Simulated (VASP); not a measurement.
# Hf (Im-3m) in VASP: a series of runs, part 2 of 2

VASP 6.6.1.

### Step 3. Relaxation of cell and atoms, PBEsol, target pressure 30 GPa, at which the enthalpy is minimised

This run uses another cell than the first one, of 17.29 Å³/atom, 1.087 times its volume.

Input file INCAR:

```
SYSTEM = Hf
ALGO = Normal
EDIFF = 1E-7
EDIFFG = -0.002
ENCUT = 520
GGA = PS
IBRION = 2
ISIF = 3
ISMEAR = 0
LASPH = .True.
LCHARG = .False.
LREAL = .False.
LWAVE = .False.
NELM = 60
NSW = 80
PREC = Accurate
PSTRESS = 300.0
SIGMA = 0.1
```

Input file KPOINTS:

```
k-points
0
Gamma
  6 6 6
  0 0 0
```

Input file POSCAR:

```
Hf                                      
1.0
   -1.6290204393      1.6290204393      1.6290204393
    1.6290204393     -1.6290204393      1.6290204393
    1.6290204393      1.6290204393     -1.6290204393
  Hf            
     1
Direct
     0.0000000000000000    0.0000000000000000    0.0000000000000000
```

Potentials or basis: VASP PAW PBE potentials, release 64 (Hf_pv).

Launch:

```console
$ cat potpaw_PBE.64/Hf_pv/POTCAR > POTCAR
$ mpirun -np 1 vasp_std > vasp.out
```

Wall time 4.7 s (1 thread of AMD EPYC 7R13 (Zen 3), shared host); peak memory 0.11 GiB.

Results (log left out):

```
Free energy             : -10.0211 eV
Pressure after relaxing : 30.0 GPa
Band gap on the k mesh  : none (metal or under the smearing width)
```

Final structure:
```yaml
crystal:
  lattice:
    - [-1.62902, 1.62902, 1.62902]
    - [1.62902, -1.62902, 1.62902]
    - [1.62902, 1.62902, -1.62902]
  atoms:
    - { symbol: Hf, position: [0.00000, 0.00000, 0.00000] }
```

Levels at points of the mesh, in eV from the Fermi level:
```csv
k point,band 1,band 2,band 3,band 4,band 5,band 6,band 7,band 8,band 9
"(0.00, 0.00, 0.00)",-28.82,-28.82,-28.82,-7.81,1.61,1.61,1.61,5.22,5.22
"(0.50, 0.00, 0.00)",-30.68,-29.40,-28.84,-4.33,-1.13,2.44,5.25,6.53,10.13
"(0.50, 0.50, 0.50)",-30.08,-30.08,-30.08,-3.93,-3.93,8.88,8.88,8.88,9.64
```

Caveat: the k mesh is coarse (spacing up to 0.45 Å⁻¹), so the values aren't converged; the relaxation stopped at its first step, so nothing moved; the cell is relaxed towards a set pressure, so the enthalpy falls and the energy may rise; the PAW data sets were made with another functional, which shifts forces and pressure a little. The run has no spin-orbit coupling, so splittings on Hf are missing.

### Step 4. Relaxation of cell and atoms, PBEsol, target pressure 75 GPa, at which the enthalpy is minimised

Edit INCAR of step 3 so:

```diff
@@ -16,3 +16,3 @@
 PREC = Accurate
-PSTRESS = 300.0
+PSTRESS = 750.0
 SIGMA = 0.1
```

KPOINTS is that of step 3.

Input file POSCAR:

```
Hf                                      
1.0
   -1.5841503491      1.5841503491      1.5841503491
    1.5841503491     -1.5841503491      1.5841503491
    1.5841503491      1.5841503491     -1.5841503491
  Hf            
     1
Direct
     0.0000000000000000    0.0000000000000000    0.0000000000000000
```

Potentials or basis: VASP PAW PBE potentials, release 64 (Hf_pv).

Launch:

```console
$ cat potpaw_PBE.64/Hf_pv/POTCAR > POTCAR
$ mpirun -np 1 vasp_std > vasp.out
```

OUTCAR:

```text
SYSTEM = Hf
   EDIFF = 1E-7
   EDIFFG = -0.002
   ENCUT = 520
   GGA = PS
   IBRION = 2
   ISIF = 3
   ISMEAR = 0
   LASPH = .True.
   LREAL = .False.
   NELM = 60
   NSW = 80
   PREC = Accurate
   PSTRESS = 750.0

 ion  position               nearest neighbor table
   1  0.000  0.000  0.000-

  LATTYP: Found a body centered cubic cell.
 ALAT       =     3.1683006982

  Lattice vectors:

 A1 = (  -1.5841503491,   1.5841503491,   1.5841503491)
 A2 = (   1.5841503491,  -1.5841503491,   1.5841503491)
 A3 = (   1.5841503491,   1.5841503491,  -1.5841503491)

Analysis of symmetry for initial positions (statically):
=====================================================================
 Subroutine PRICEL returns:
[... 206 lines left out ...]
 cond. band min:      10.6908714498   @ k =   0.1667   0.1667   0.0000
 fundamental gap:      0.1337688356
 Fermi energy:        10.6878493442

 k-point     1 :       0.0000    0.0000    0.0000
  band No.  band energies     occupation
      1     -16.2473      2.00000
      2     -16.2473      2.00000
      3     -16.2473      2.00000
      4       2.8731      2.00000
      5      12.0835      0.00000
      6      12.0835      0.00000
      7      12.0835      0.00000
      8      17.5117      0.00000
      9      17.5117      0.00000
[... 288 lines left out ...]
--------------------------------------- Ionic step        5  -------------------------------------------

 number of electron      10.0000002 magnetization

 Free energy of the ion-electron system (eV)
  ---------------------------------------------------
  ext. energy  EPLUGINS =         0.00000000
  ---------------------------------------------------
  free energy    TOTEN  =        -9.23166861 eV

  energy without entropy =       -9.22534563  energy(sigma->0) =       -9.22850712

 E-fermi :   7.5768     XC(G=0): -13.4543

 val. band max:        7.5551836747   @ k =   0.1667   0.1667   0.0000
 cond. band min:       7.7341044740   @ k =   0.5000   0.5000   0.1667
 fundamental gap:      0.1789207994
 Fermi energy:         7.5767652734

 k-point     1 :       0.0000    0.0000    0.0000
  band No.  band energies     occupation
      1     -20.5378      2.00000
      2     -20.5378      2.00000
      3     -20.5378      2.00000
      4      -0.4261      2.00000
      5       9.2717      0.00000
      6       9.2717      0.00000
      7       9.2717      0.00000
      8      13.4547      0.00000
      9      13.4547      0.00000
[... 210 lines left out ...]
  energy  without entropy=       -9.2253456304  energy(sigma->0) =       -9.22850712

  enthalpy is  TOTEN    =        -2.3313208012 eV   P V=        6.9003478130

 reached required accuracy - stopping structural energy minimisation
```

OSZICAR:

```text
N       E                     dE             d eps       ncg     rms          rms(c)
DAV:   1     0.783969972855E+01    0.78397E+01   -0.62177E+03   288   0.109E+03
DAV:   2    -0.972658171146E+01   -0.17566E+02   -0.17058E+02   400   0.140E+02
DAV:   3    -0.990598258927E+01   -0.17940E+00   -0.17890E+00   306   0.113E+01
[... 45 lines left out ...]
DAV:   1    -0.923178565861E+01    0.11367E-01   -0.30684E-03   289   0.540E-01    0.154E-01
DAV:   2    -0.923169687894E+01    0.88780E-04   -0.11430E-04   293   0.112E-01    0.751E-02
DAV:   3    -0.923166798227E+01    0.28897E-04   -0.82965E-05   297   0.844E-02    0.386E-02
DAV:   4    -0.923166856422E+01   -0.58195E-06   -0.15114E-06   339   0.103E-02    0.359E-03
DAV:   5    -0.923166861428E+01   -0.50059E-07   -0.70715E-08   165   0.247E-03
   5 F= -.23313208E+01 E0= -.23281593E+01  d E =-.962563E-01
```

It took 13 s on 1 thread of AMD EPYC 7R13 (Zen 3), shared host; peak memory 0.1 GiB.

Results:

```
Free energy                                            : -9.2317 eV
Relaxed volume                                         : 14.74 Å³/atom
Relaxed cell                                           : a = 2.675 Å, b = 2.675 Å, c = 2.675 Å, α = 109.47°, β = 109.47°, γ = 109.47°
Space group after relaxing (to 0.05 Å)                 : Im-3m (No. 229)
Energy change on relaxing (the enthalpy is what falls) : +447.3 meV/atom
Ionic steps                                            : 5
Pressure after relaxing                                : 75.0 GPa
Band gap on the k mesh                                 : none (metal or under the smearing width)
```

Step by step:
| step | energy change (eV) | largest force (eV/Å) | pressure (GPa) | volume (Å³) |
| --- | --- | --- | --- | --- |
| 1 | 0.0000 | 0.0000 | 50.00 | 15.90 |
| 2 | 4.0153 | 0.0000 | 246.19 | 10.85 |
| 3 | 0.3619 | 0.0000 | 70.31 | 14.93 |
| 4 | 0.4358 | 0.0000 | 74.37 | 14.77 |
| 5 | 0.4473 | 0.0000 | 75.00 | 14.74 |

Final structure:
```yaml
crystal:
  lattice:
    - [-1.54461, 1.54461, 1.54461]
    - [1.54461, -1.54461, 1.54461]
    - [1.54461, 1.54461, -1.54461]
  atoms:
    - { symbol: Hf, position: [0.00000, 0.00000, 0.00000] }
```

Levels at points of the mesh, in eV from the Fermi level:
```
           k point  band 3  band 4  band 5  band 6  band 7  band 8
(0.00, 0.00, 0.00)  -28.11   -8.00    1.69    1.69    1.69    5.88
(0.50, 0.00, 0.00)  -28.17   -4.94   -1.58    3.91    6.14    7.60
(0.50, 0.50, 0.50)  -30.06   -4.93   -4.93   10.49   10.49   10.49
```

Caveat: the k mesh is coarse (spacing up to 0.47 Å⁻¹), so the values aren't converged; the cell is relaxed towards a set pressure, so the enthalpy falls and the energy may rise; the PAW data sets were made with another functional, which shifts forces and pressure a little.
